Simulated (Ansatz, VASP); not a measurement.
## One calculation of Cd2S, two programs

Contents of INCAR:

```
  ALGO = Normal
  EDIFF = 1E-6
  ENCUT = 520
  GGA = PE
  ISIF = 2
  ISMEAR = -1
  LASPH = True
  LCHARG = False
  LREAL = False
  LWAVE = False
  NBANDS = 22
  NELM = 60
  PREC = Accurate
  SIGMA = 0.05
```

Contents of KPOINTS:

```
k-points
0
Gamma
  8 8 5
```

File POSCAR:

```
Cd2S
1.0
    3.9626700490      0.0000000000      0.0000000000
   -1.9813350245      3.4317729293      0.0000000000
    0.0000000000      0.0000000000      5.8091920000
Cd S
2 1
Direct
    0.3333333333      0.6666666667      0.9327170000
    0.6666666667      0.3333333333      0.5787350000
    0.3333333333      0.6666666667      0.3657050000
```

Contents of input.yaml:

```yaml
crystal:
  lattice:
    - [3.962670049, 0.0, 0.0]
    - [-1.9813350245, 3.4317729293, 0.0]
    - [0.0, 0.0, 5.809192]
  atoms:
    - { symbol: Cd, position: [0.3333333333, 0.6666666667, 0.932717] }
    - { symbol: Cd, position: [0.6666666667, 0.3333333333, 0.578735] }
    - { symbol: S, position: [0.3333333333, 0.6666666667, 0.365705] }
hamiltonian:
  xc: pbe
  pseudopotentials: { kind: paw }
kpoints:
  mp_grid: { grid: [8, 8, 5] }
  band_path:
    path:
      - [[0.0, 0.0, 0.0], [0.5, 0.0, 0.0], [0.3333333333, 0.3333333333, 0.0], [0.0, 0.0, 0.0], [0.0, 0.0, 0.5], [0.5, 0.0, 0.5], [0.3333333333, 0.3333333333, 0.5], [0.0, 0.0, 0.5]]
      - [[0.5, 0.0, 0.5], [0.5, 0.0, 0.0]]
      - [[0.3333333333, 0.3333333333, 0.0], [0.3333333333, 0.3333333333, 0.5]]
    npoints: 14
scf:
  occupations: { method: fermi_dirac, width: 0.05 }
  n_extra_bands: 7
output:
  forces: true
  stress: true
  eigenvalues: true
  fatbands: false
```

The cell comes from a database or a generator and needn't be the stable form of this composition.

Alike in both runs: functional PBE; k mesh 8 × 8 × 5; occupations fermi-dirac, width 0.05 eV; no spin polarisation.

|  | VASP | Ansatz |
| --- | --- | --- |
| version | VASP 6.6.1 | Ansatz 0.2.0 |
| potentials or method | VASP PAW PBE potentials, release 64 (Cd, S) | Ansatz PAW |
| plane-wave cutoff (eV) | 520 | 420 |
| valence electrons in the cell | 30 | 46 |
| task | single point | band structure |

|  | VASP | Ansatz | Ansatz less VASP |
| --- | --- | --- | --- |
| gap on the k mesh at the Fermi level (eV) | 0.23 | 0.24 | +0.001 |
| least direct gap on the mesh (eV) | 0.57 | 0.57 | +0.001 |
| pressure (GPa) | 0.1 | -0.1 | -0.26 |
| largest component of the traceless stress (GPa) | 0.07 | 0.01 | -0.060 |
| rms of the force components (eV/Å) | 0.022 | 0.031 | +0.0089 |

Atom by atom the forces differ by 0.010 eV/Å (rms over components). With one functional, cell and mesh, what is left measures potentials, basis and numerics. The two sets of potentials don't hold the same shells in valence.

Caveats: an odd mesh through Γ misses points on the zone boundary, where band edges often lie (VASP).
